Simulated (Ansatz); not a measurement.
# Co: which structure wins at one pressure

Which of hcp, diamond, omega, simple hexagonal has the lowest enthalpy for Co at one common pressure? The runs shown use PAW.

Program: Ansatz 0.2.0. Level of theory: DFT, PBE, PAW with Ansatz's default frozen-core files, scalar-relativistic. These are calculated values, not measurements.

## 1. The starting structure

Symmetry: P6_3/mmc, No. 194, hexagonal system. Conventional cell: a = 2.491 Å, b = 2.491 Å, c = 4.036 Å, α = 90.00°, β = 90.00°, γ = 120.00°. Co (site symmetry -6m2) is surrounded by 12 Co at 2.48 to 2.49 Å.

Coordinates:

```
Co
1.0
     2.49110    0.00000    0.00000
    -1.24555    2.15736    0.00000
     0.00000    0.00000    4.03558
Co
2
Direct
  0.33333 0.66667 0.25000
  0.66667 0.33333 0.75000
```

Atoms are numbered in the order of the input: Co1, Co2.

## 2. Cell relaxed at zero pressure, PAW

The input, input.yaml:

```yaml
crystal:
  lattice:
    - [2.4911007134, 0.0, 0.0]
    - [-1.2455503567, 2.1573565012, 0.0]
    - [0.0, 0.0, 4.0355831558]
  atoms:
    - { symbol: Co, position: [0.3333333333, 0.6666666667, 0.25], spin: 1.7 }
    - { symbol: Co, position: [0.6666666667, 0.3333333333, 0.75], spin: 1.7 }
magnetization:
  spin_polarized: true
kpoints:
  mp_grid: { grid: [22, 22, 12] }
scf:
  occupations: { method: fermi_dirac, width: 0.08 }
hamiltonian:
  xc: pbe
  pseudopotentials: { kind: paw }
output:
  forces: true
  stress: true
  write_density: true
  write_potential: true
  elf: true
  volumetric_format: npy
relax:
  f_tol: 0.005
  max_steps: 40
  cell: {}
```

On the command line:

```sh
ansatz run input.yaml --threads 2 --pin off --max-ram 7168MiB --backend cpu --events-out ev --progress --plain --runs-dir out
```

Standard output, cut to the lines that bear on the results:

```text
[...]
Pseudopotentials: kind: paw
Pseudopotential: Co, paw, valence charge 17, recommended cutoff 420 eV (normal)
Functional definition: PBE
[...]
Crystal: 2 atoms, lattice volume = 21.688 Å³
Basis set: ecut = 420 eV, 391 PW (Γ), exchange–correlation on 36×36×54 points (8 copies of the dense FFT grid, shifted against one another)
Bands: 23, of which v1, the nominal top of the filled ones, is band 17 counted from 1 (16 counted from 0)
Symmetry: 24 space group operations
Space group: P63/mmc (ITA 194), of the structure as read, at distance tolerance 2.8e-5 Å
Magnetic group: BNS 194.263 (UNI 1493), of the structure as read, at distance tolerance 2.8e-5 Å
k-points: 364 of 5808
[...]
Starting moments: Σ|m| = 3.4 μB on 2 of 2 sites
[...]
SCF iter   1: F=—  HF=-10251.688387 eV  |F-HF|=—  |Δ(HF+E_count)|=         —  Δρ=1.03e-1 (↑3.48e-2 ↓1.03e-1)  dr2=2.36e0  dr2_m=2.36e-1  M=3.269 μB ∫|m|=3.401 μB  β_m=0.30  ethr=3.10e-3  ⟨swp⟩=5.1  Hψ=61727  notcnv=0
[...]
relax step   1: F+E_penalty+E_count = -10252.32290115 eV  Δ(F+E_penalty+E_count) = +0.000e0 eV  max|allowed force component| = 1.850e-17 eV/Å  Δτ_max = 0.0000 Å  P = +0.385 GPa  Ω = 21.688 Å³  (10 SCF iters, dr2 threshold 1.00e-7 eV, accepted)
[...]
relax step   2: F+E_penalty+E_count = -10252.32292879 eV  Δ(F+E_penalty+E_count) = -2.764e-5 eV  max|allowed force component| = 2.082e-17 eV/Å  Δτ_max = 0.0000 Å  P = +0.174 GPa  Ω = 21.709 Å³  energy of the carried Pulay correction = -2.365e-5 eV  (6 SCF iters, dr2 threshold 2.00e-7 eV, accepted)
[...]
SCF iter   4: F=—  HF=-10252.322924 eV  |F-HF|=—  |Δ(HF+E_count)|=   1.66e-6  Δρ=2.80e-5 (↑1.06e-5 ↓2.80e-5)  dr2=1.87e-7  dr2_m=1.92e-8  M=3.220 μB ∫|m|=3.551 μB  β_m=0.78  ethr=4.48e-10  ⟨swp⟩=2.0  Hψ=28519  notcnv=0
```

## 3. The log goes on: cell relaxed at zero pressure

The log, continued, cut to the lines that bear on the results:

```text
SCF iter   5: F=—  HF=-10252.322924 eV  |F-HF|=—  |Δ(HF+E_count)|=   7.82e-7  Δρ=5.65e-6 (↑5.65e-6 ↓4.20e-6)  dr2=8.86e-10  dr2_m=4.31e-9  M=3.220 μB ∫|m|=3.552 μB  β_m=0.87  ethr=4.48e-10  ⟨swp⟩=2.0  Hψ=29364  notcnv=0
[...]
relax step   3: F+E_penalty+E_count = -10252.32292432 eV  Δ(F+E_penalty+E_count) = +4.467e-6 eV  max|allowed force component| = 7.401e-17 eV/Å  Δτ_max = 0.0000 Å  P = -0.004 GPa  Ω = 21.726 Å³  energy of the carried Pulay correction = -4.341e-5 eV  (6 SCF iters, dr2 threshold 1.47e-7 eV, accepted)
[...]
relax step   4: F+E_penalty+E_count = -10252.32297298 eV  Δ(F+E_penalty+E_count) = -4.865e-5 eV  max|allowed force component| = 7.401e-17 eV/Å  Δτ_max = 0.0000 Å  P = -0.003 GPa  Ω = 21.726 Å³  stress off target by 1.12e-2 GPa  SCF on the basis re-selected at this cell (its energy is not [...]
SCF converged after 7 iterations
[...]
  atom   2  Co    -0.00000000     0.00000000    -0.00000000
[...]
--- Stress (GPa, compression-positive) ---
        0.001414       0.000000       0.000000
        0.000000       0.001414       0.000000
        0.000000       0.000000      -0.011155
  P = ⅓ Tr σ = -0.0028 GPa (-0.028 kbar)
--- Band table (eV; the first three rows and the last of 728) ---
[... band rows left out ...]
[...]
--- Relaxed structure (3 steps of the walk, 3 accepted, 1 SCFs on fresh bases) ---
  F+E_penalty+E_count = -10252.32297298 eV   max|allowed force component| = 7.401e-17 eV/Å   (the final SCF, on the basis selected at the relaxed cell)
  cell:  # Å, volume = 21.7264 Å³
    - [2.4935739285838827, 5.447881103211432e-34, 5.161150518831883e-34]
    - [-1.2467869642919414, 2.159498368368206, 3.1017261371936046e-20]
    - [8.361063840678761e-34, 5.802135041765162e-20, 4.034712206396885]
  atoms:
    - { symbol: Co, position: [0.3333333333333333, 0.6666666666666666, 0.25000000000000006] }
    - { symbol: Co, position: [0.6666666666666666, 0.3333333333333333, 0.7499999999999999] }
```

It took 19 s on 2 threads of AMD EPYC 9R45 (Zen 5), shared host; peak memory 0.63 GiB.

The steps of the relaxation:

```
step  energy from step 1 (eV/cell)  largest force component (eV/Å)  pressure (GPa)  volume (Å³)
   1                        0.0000                          0.0000            0.39        21.69
   2                        0.0000                          0.0000            0.17        21.71
   3                        0.0000                          0.0000            0.00        21.73
   4                       -0.0001                          0.0000            0.00        21.73
```

Step 1 is the start. Step 4 repeats the geometry before on a plane-wave basis chosen anew for that cell, so the energy can jump there without any move; the table keeps such jumps.

| input's cell | before | after | change |
| --- | --- | --- | --- |
| a (Å) | 2.491 | 2.494 | +0.1 % |
| b (Å) | 2.491 | 2.494 | +0.1 % |
| c (Å) | 4.036 | 4.035 | -0.0 % |
| volume (Å³/atom) | 10.84 | 10.86 | +0.2 % |

In short: pressure 0.00 GPa; no gap; spin moments Co1 1.69 μB.

## 4. Volume scaled by 0.5, to set the pressure, PAW

The input, input.yaml:

```yaml
crystal:
  lattice:
    - [1.9791509387, 0.0, 0.0]
    - [-0.9895754694, 1.7139949908, 0.0]
    - [0.0, 0.0, 3.2023532004]
  atoms:
    - { symbol: Co, position: [0.3333333333, 0.6666666667, 0.25], spin: 1.7 }
    - { symbol: Co, position: [0.6666666667, 0.3333333333, 0.75], spin: 1.7 }
magnetization:
  spin_polarized: true
kpoints:
  mp_grid: { grid: [22, 22, 12] }
scf:
  occupations: { method: fermi_dirac, width: 0.08 }
hamiltonian:
  xc: pbe
  pseudopotentials: { kind: paw }
output:
  forces: true
  stress: true
  eigenvalues: true
```

On the command line:

```sh
ansatz run input.yaml --threads 2 --pin off --max-ram 7168MiB --backend cpu --events-out ev --progress --plain --runs-dir out
```

Standard output, cut to the lines that bear on the results:

```text
[...]
Pseudopotentials: kind: paw
Pseudopotential: Co, paw, valence charge 17, recommended cutoff 420 eV (normal)
Functional definition: PBE
[...]
Crystal: 2 atoms, lattice volume = 10.863 Å³
Basis set: ecut = 420 eV, 233 PW (Γ), exchange–correlation on 30×30×48 points (8 copies of the dense FFT grid, shifted against one another)
Bands: 23, of which v1, the nominal top of the filled ones, is band 17 counted from 1 (16 counted from 0)
Symmetry: 24 space group operations
Space group: P63/mmc (ITA 194), of the structure as read, at distance tolerance 2.2e-5 Å
Magnetic group: BNS 194.263 (UNI 1493), of the structure as read, at distance tolerance 2.2e-5 Å
k-points: 364 of 5808
[...]
Starting moments: Σ|m| = 3.4 μB on 2 of 2 sites
[...]
SCF iter   1: F=—  HF=-10221.294848 eV  |F-HF|=—  |Δ(HF+E_count)|=         —  Δρ=3.54e-1 (↑3.54e-1 ↓2.21e-1)  dr2=1.91e0  dr2_m=7.85e0  M=0.471 μB ∫|m|=0.482 μB  β_m=0.30  ethr=3.10e-3  ⟨swp⟩=4.8  Hψ=63592  notcnv=0
[...]
WARN: the starting moments were not kept: the SCF closed with an absolute magnetisation of 2.6e-7 μB, where they sum to 3.4 μB in size (2 sites). That is at most 0.1 of that sum. Measured as dr2_m measures the in/out step, that magnetisation stands 8.4e-14 eV from none, at or under the [...]
SCF converged after 11 iterations
Magnetization: -0.0000 μB (17.0000 up, 17.0000 down)
Absolute magnetization: 0.0000 μB (∫|ρ↑−ρ↓|, with the PAW one-centre terms)
Spin contamination: 0.0000 ħ² per cell (⟨S²⟩ above its minimum at these occupations)
Per-site moments (μB) at R_I (Å): [(-1.1574174398704904e-7, 0.8114249307733096), (-1.1574174398563922e-7, 0.8114249307733096)]
Free energy (F): -10239.784801 eV
[...]
E sigma→0 (E₀):  -10239.762819 eV
Entropy (-TS):   -0.043963 eV (-21.982 meV/atom)
Fermi energy:    41.440894 eV
[...]
--- Forces (eV/Å), atoms counted from 1 ---
  atom   1  Co    -0.00000000     0.00000000     0.00000000
  atom   2  Co     0.00000000    -0.00000000     0.00000000
[...]
--- Stress (GPa, compression-positive) ---
      711.668781      -0.000000       0.000000
        0.000000     711.668781       0.000000
        0.000000       0.000000     717.937728
  P = ⅓ Tr σ = 713.7584 GPa (7137.584 kbar)
--- Band table (eV; the first three rows and the last of 728) ---
[... band rows left out ...]
[...]
```

Run time: 4.7 s. Hardware: 2 threads of AMD EPYC 9R45 (Zen 5), shared host; peak memory 0.52 GiB.

In short: pressure 713.76 GPa; no gap; the start moments died away.

## 5. Hcp relaxed under pressure, PAW

input.yaml: that of step 4 with these lines changed.

```diff
@@ -2,5 +2,5 @@
   lattice:
-    - [1.9791509387, 0.0, 0.0]
-    - [-0.9895754694, 1.7139949908, 0.0]
-    - [0.0, 0.0, 3.2023532004]
+    - [1.9783540499, 0.0, 0.0]
+    - [-0.989177025, 1.7133048649, 0.0]
+    - [0.0, 0.0, 3.2049335609]
   atoms:
@@ -21 +21,5 @@
   eigenvalues: true
+relax:
+  f_tol: 0.005
+  max_steps: 40
+  cell: { p_target: 710.0, stress_tol: 0.355 }
```

On the command line:

```sh
ansatz run input.yaml --threads 2 --pin off --max-ram 7168MiB --backend cpu --events-out ev --progress --plain --runs-dir out
```

Standard output, cut to the lines that bear on the results:

```text
[...]
Pseudopotentials: kind: paw
Pseudopotential: Co, paw, valence charge 17, recommended cutoff 420 eV (normal)
Functional definition: PBE
[...]
Crystal: 2 atoms, lattice volume = 10.863 Å³
Basis set: ecut = 420 eV, 233 PW (Γ), exchange–correlation on 30×30×48 points (8 copies of the dense FFT grid, shifted against one another)
Bands: 23, of which v1, the nominal top of the filled ones, is band 17 counted from 1 (16 counted from 0)
Symmetry: 24 space group operations
Space group: P63/mmc (ITA 194), of the structure as read, at distance tolerance 2.2e-5 Å
Magnetic group: BNS 194.263 (UNI 1493), of the structure as read, at distance tolerance 2.2e-5 Å
k-points: 364 of 5808
[...]
Starting moments: Σ|m| = 3.4 μB on 2 of 2 sites
[...]
SCF iter   1: F=—  HF=-10219.271180 eV  |F-HF|=—  |Δ(HF+E_count)|=         —  Δρ=1.54e-1 (↑1.54e-1 ↓7.78e-2)  dr2=1.71e0  dr2_m=7.41e-1  M=2.111 μB ∫|m|=2.126 μB  β_m=0.30  ethr=3.10e-3  ⟨swp⟩=4.7  Hψ=63553  notcnv=0
[...]
WARN: the starting moments were not kept: the SCF closed with an absolute magnetisation of 2.5e-6 μB, where they sum to 3.4 μB in size (2 sites). That is at most 0.1 of that sum. Measured as dr2_m measures the in/out step, that magnetisation stands 1.0e-11 eV from none, at or under the [...]
relax step   1: F+E_penalty+E_count = -10239.78507889 eV  Δ(F+E_penalty+E_count) = +0.000e0 eV  max|allowed force component| = 9.541e-18 eV/Å  Δτ_max = 0.0000 Å  P = +713.738 GPa  Ω = 10.863 Å³  (12 SCF iters, dr2 threshold 1.00e-7 eV, accepted)
[...]
relax step   2: F+E_penalty+E_count = -10239.88106380 eV  Δ(F+E_penalty+E_count) = -9.598e-2 eV  max|allowed force component| = 2.284e-17 eV/Å  Δτ_max = 0.0000 Å  P = +708.418 GPa  Ω = 10.885 Å³  energy of the carried Pulay correction = -1.257e-4 eV  (7 SCF iters, dr2 threshold 2.00e-7 [...]
SCF iter   4: F=—  HF=-10239.857594 eV  |F-HF|=—  |Δ(HF+E_count)|=   3.33e-6  Δρ=5.21e-5 (↑3.43e-5 ↓5.21e-5)  dr2=3.81e-7  dr2_m=1.14e-8  M=0.000 μB ∫|m|=0.000 μB  β_m=0.64  ethr=9.17e-11  ⟨swp⟩=2.4  Hψ=30592  notcnv=0
```

## 6. The output, continued: hcp relaxed under pressure, PAW files

Output, continued, cut to the lines that bear on the results:

```text
SCF iter   5: F=—  HF=-10239.857595 eV  |F-HF|=—  |Δ(HF+E_count)|=   1.01e-6  Δρ=6.33e-6 (↑2.78e-6 ↓6.33e-6)  dr2=4.36e-9  dr2_m=4.55e-10  M=0.000 μB ∫|m|=0.000 μB  β_m=0.82  ethr=9.17e-11  ⟨swp⟩=2.5  Hψ=31057  notcnv=0
[...]
relax step   3: F+E_penalty+E_count = -10239.85759504 eV  Δ(F+E_penalty+E_count) = +2.347e-2 eV  max|allowed force component| = 1.446e-17 eV/Å  Δτ_max = 0.0000 Å  P = +709.713 GPa  Ω = 10.880 Å³  energy of the carried Pulay correction = -9.391e-5 eV  (6 SCF iters, dr2 threshold 2.00e-7 [...]
relax step   4: F+E_penalty+E_count = -10239.85148430 eV  Δ(F+E_penalty+E_count) = +6.111e-3 eV  max|allowed force component| = 8.095e-18 eV/Å  Δτ_max = 0.0000 Å  P = +710.048 GPa  Ω = 10.878 Å³  energy of the carried Pulay correction = -8.522e-5 eV  (5 SCF iters, dr2 threshold 2.00e-7 [...]
  atom   2  Co    -0.00000000     0.00000000     0.00000000
[...]
--- Stress (GPa, compression-positive) ---
      710.011479      -0.000000      -0.000000
       -0.000000     710.011479       0.000000
       -0.000000       0.000000     710.136140
  P = ⅓ Tr σ = 710.0530 GPa (7100.530 kbar)
--- Band table (eV; the first three rows and the last of 728) ---
[... band rows left out ...]
[...]
--- Relaxed structure (4 steps of the walk, 4 accepted, 1 SCFs on fresh bases) ---
  F+E_penalty+E_count = -10239.85157747 eV   max|allowed force component| = 5.782e-18 eV/Å   (the final SCF, on the basis selected at the relaxed cell)
  cell:  # Å, volume = 10.8781 Å³
    - [1.9781261750356023, 2.8864206027945475e-11, -5.454320018794071e-20]
    - [-0.9890630875427983, 1.7131075194573426, 2.72716000946602e-20]
    - [-8.835998430599862e-20, 1.1148085120881995e-33, 3.210077974095405]
  atoms:
    - { symbol: Co, position: [0.3333333333333333, 0.6666666666666666, 0.25000000000000006] }
    - { symbol: Co, position: [0.6666666666666669, 0.3333333333333333, 0.7500000000000002] }
```

It took 19 s on 2 threads of AMD EPYC 9R45 (Zen 5), shared host; peak memory 0.54 GiB.

The steps of the relaxation:

```
step  energy from step 1 (eV/cell)  largest force component (eV/Å)  pressure (GPa)  volume (Å³)
   1                        0.0000                          0.0000          713.74        10.86
   2                       -0.0960                          0.0000          708.42        10.88
   3                       -0.0725                          0.0000          709.71        10.88
   4                       -0.0664                          0.0000          710.05        10.88
   5                       -0.0665                          0.0000          710.05        10.88
```

Step 1 is the start. Step 5 repeats the geometry before on a plane-wave basis chosen anew for that cell, so the energy can jump there without any move; the table keeps such jumps.

| input's cell | before | after | change |
| --- | --- | --- | --- |
| a (Å) | 1.978 | 1.978 | -0.0 % |
| b (Å) | 1.978 | 1.978 | -0.0 % |
| c (Å) | 3.205 | 3.210 | +0.2 % |
| volume (Å³/atom) | 5.43 | 5.44 | +0.1 % |

This run gives: pressure 710.05 GPa; no gap.

## 7. Diamond relaxed under pressure, PAW

The input, input.yaml:

```yaml
crystal:
  lattice:
    - [0.0, 1.7908353915, 1.7908353915]
    - [1.7908353915, 0.0, 1.7908353915]
    - [1.7908353915, 1.7908353915, 0.0]
  atoms:
    - { symbol: Co, position: [-0.125, -0.125, -0.125], spin: 1.7 }
    - { symbol: Co, position: [0.125, 0.125, 0.125], spin: 1.7 }
magnetization:
  spin_polarized: true
kpoints:
  mp_grid: { grid: [17, 17, 17] }
scf:
  occupations: { method: fermi_dirac, width: 0.08 }
hamiltonian:
  xc: pbe
  pseudopotentials: { kind: paw }
output:
  forces: true
  stress: true
  eigenvalues: true
relax:
  f_tol: 0.005
  max_steps: 40
  cell: { p_target: 710.0, stress_tol: 0.355 }
```

On the command line:

```sh
ansatz run input.yaml --threads 2 --pin off --max-ram 7168MiB --backend cpu --events-out ev --progress --plain --runs-dir out
```

Standard output, cut to the lines that bear on the results:

```text
[...]
Pseudopotentials: kind: paw
Pseudopotential: Co, paw, valence charge 17, recommended cutoff 420 eV (normal)
Functional definition: PBE
[...]
Crystal: 2 atoms, lattice volume = 11.487 Å³
Basis set: ecut = 420 eV, 229 PW (Γ), exchange–correlation on 36×36×36 points (8 copies of the dense FFT grid, shifted against one another)
Bands: 23, of which v1, the nominal top of the filled ones, is band 17 counted from 1 (16 counted from 0)
Symmetry: 48 space group operations
Space group: Fd-3m (ITA 227), of the structure as read, at distance tolerance 2.3e-5 Å
Magnetic group: BNS 227.128 (UNI 1630), of the structure as read, at distance tolerance 2.3e-5 Å
k-points: 165 of 4913
[...]
Starting moments: Σ|m| = 3.4 μB on 2 of 2 sites
[...]
SCF iter   1: F=—  HF=-10181.871141 eV  |F-HF|=—  |Δ(HF+E_count)|=         —  Δρ=2.38e-1 (↑1.69e-1 ↓2.38e-1)  dr2=3.15e-1  dr2_m=4.06e0  M=1.209 μB ∫|m|=1.209 μB  β_m=0.30  ethr=9.30e-4  ⟨swp⟩=1.0  Hψ=47346  notcnv=0
[...]
WARN: the starting moments were not kept: the SCF closed with an absolute magnetisation of 7.9e-7 μB, where they sum to 3.4 μB in size (2 sites). That is at most 0.1 of that sum. Measured as dr2_m measures the in/out step, that magnetisation stands 8.0e-13 eV from none, at or under the [...]
relax step   1: F+E_penalty+E_count = -10223.94518520 eV  Δ(F+E_penalty+E_count) = +0.000e0 eV  max|allowed force component| = 9.252e-17 eV/Å  Δτ_max = 0.0000 Å  P = +1051.656 GPa  Ω = 11.487 Å³  (12 SCF iters, dr2 threshold 1.00e-7 eV, accepted)
[...]
relax step   2: F+E_penalty+E_count = -10233.25490307 eV  Δ(F+E_penalty+E_count) = -9.310e0 eV  max|allowed force component| = 3.331e-16 eV/Å  Δτ_max = 0.0000 Å  P = +660.567 GPa  Ω = 13.281 Å³  energy of the carried Pulay correction = -9.316e-2 eV  (10 SCF iters, dr2 threshold 2.00e-7 [...]
relax step   3: F+E_penalty+E_count = -10232.17188741 eV  Δ(F+E_penalty+E_count) = +1.083e0 eV  max|allowed force component| = 6.661e-16 eV/Å  Δτ_max = 0.0000 Å  P = +705.280 GPa  Ω = 13.024 Å³  energy of the carried Pulay correction = -8.090e-2 eV  (7 SCF iters, dr2 threshold 2.00e-7 eV, accepted)
[...]
SCF iter   5: F=—  HF=-10232.055871 eV  |F-HF|=—  |Δ(HF+E_count)|=   3.95e-5  Δρ=3.71e-5 (↑3.32e-5 ↓3.71e-5)  dr2=3.74e-7  dr2_m=8.54e-10  M=0.000 μB ∫|m|=0.000 μB  β_m=0.79  ethr=1.76e-8  ⟨swp⟩=2.0  Hψ=12507  notcnv=0
```

## 8. The output, continued: diamond relaxed under pressure, PAW files

The log, continued, cut to the lines that bear on the results:

```text
SCF iter   6: F=—  HF=-10232.055875 eV  |F-HF|=—  |Δ(HF+E_count)|=   3.53e-6  Δρ=7.59e-6 (↑7.59e-6 ↓7.40e-6)  dr2=2.07e-8  dr2_m=2.00e-11  M=-0.000 μB ∫|m|=0.000 μB  β_m=0.88  ethr=1.10e-9  ⟨swp⟩=2.0  Hψ=13248  notcnv=0
[...]
relax step   4: F+E_penalty+E_count = -10232.05587505 eV  Δ(F+E_penalty+E_count) = +1.160e-1 eV  max|allowed force component| = 2.359e-16 eV/Å  Δτ_max = 0.0000 Å  P = +710.075 GPa  Ω = 12.998 Å³  energy of the carried Pulay correction = -7.961e-2 eV  (7 SCF iters, dr2 threshold 2.00e-7 [...]
relax step   6: F+E_penalty+E_count = -10231.97076397 eV  Δ(F+E_penalty+E_count) = +1.302e-1 eV  max|allowed force component| = 5.181e-16 eV/Å  Δτ_max = 0.0000 Å  P = +709.940 GPa  Ω = 12.968 Å³  energy of the carried Pulay correction = +7.319e-4 eV  (7 SCF iters, dr2 threshold 2.00e-7 [...]
  atom   2  Co     0.00000000     0.00000000    -0.00000000
[...]
--- Stress (GPa, compression-positive) ---
      710.003656      -0.000000      -0.000000
       -0.000000     710.003656      -0.000000
       -0.000000      -0.000000     710.003656
  P = ⅓ Tr σ = 710.0037 GPa (7100.037 kbar)
--- Band table (eV; the first three rows and the last of 330) ---
[... band rows left out ...]
[...]
--- Relaxed structure (5 steps of the walk, 5 accepted, 2 SCFs on fresh bases) ---
  F+E_penalty+E_count = -10231.97025952 eV   max|allowed force component| = 4.441e-16 eV/Å   (the final SCF, on the basis selected at the relaxed cell)
  cell:  # Å, volume = 12.9680 Å³
    - [-2.7897161880103353e-33, 1.864722659627564, 1.864722659627564]
    - [1.864722659627564, -9.58566863688483e-34, 1.864722659627564]
    - [1.864722659627564, 1.864722659627564, -5.891523913035525e-34]
  atoms:
    - { symbol: Co, position: [-0.12499999999999999, -0.12499999999999999, -0.12499999999999999] }
    - { symbol: Co, position: [0.12499999999999999, 0.12499999999999999, 0.12499999999999999] }
```

Wall time 14 s (2 threads of AMD EPYC 9R45 (Zen 5), shared host); peak memory 0.48 GiB.

The steps of the relaxation:

```
step  energy from step 1 (eV/cell)  largest force component (eV/Å)  pressure (GPa)  volume (Å³)
   1                        0.0000                          0.0000         1051.66        11.49
   2                       -9.3097                          0.0000          660.57        13.28
   3                       -8.2267                          0.0000          705.28        13.02
   4                       -8.1107                          0.0000          710.08        13.00
   5                       -8.1558                          0.0000          704.63        13.00
   6                       -8.0256                          0.0000          709.94        12.97
   7                       -8.0251                          0.0000          710.00        12.97
```

Step 1 is the start. Steps 5, 7 repeat the geometry before on a plane-wave basis chosen anew for that cell, so the energy can jump there without any move; the table keeps such jumps.

| input's cell | before | after | change |
| --- | --- | --- | --- |
| a (Å) | 2.533 | 2.637 | +4.1 % |
| b (Å) | 2.533 | 2.637 | +4.1 % |
| c (Å) | 2.533 | 2.637 | +4.1 % |
| volume (Å³/atom) | 5.74 | 6.48 | +12.9 % |

In short: pressure 710.00 GPa; no gap.

[end of part 1 of 2]
